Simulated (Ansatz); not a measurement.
## Tl: changing the functional

```xyz
2
Lattice="3.4560 0.0000 0.0000 -1.7280 2.9930 0.0000 0.0000 0.0000 5.5250" Properties=species:S:1:pos:R:3 pbc="T T T"
Tl    1.7280    0.9977    4.1438
Tl    0.0000    1.9953    1.3813
```

Kept alike: task band structure; k mesh 9 × 9 × 5; occupations fermi-dirac, width 0.05 eV; no spin polarisation. Program: Ansatz, Ansatz PAW. Cutoffs run from 420 to 500 eV. The mesh is that of the run's cell of 2 atoms. No spin-orbit coupling.

```csv
functional,pressure (GPa)
BLYP,7.18
LDA,-1.56
PBE,3.43
PBEsol,0.22
RPBE,5.35
r2SCAN,2.11
revPBE,4.82
```

Pressure is positive in compression, with a Pulay correction for the finite cutoff. For a metal such a mesh leaves the last digits unconverged. All rows use potentials made for PBE.

The pressure runs from -1.56 (LDA) to 7.18 GPa (BLYP). From PBE: BLYP +3.75; LDA -4.99; PBEsol -3.21; RPBE +1.92; r2SCAN -1.32; revPBE +1.39. A positive pressure means that the functional's own cell is larger than the one given, a negative one that it is smaller.
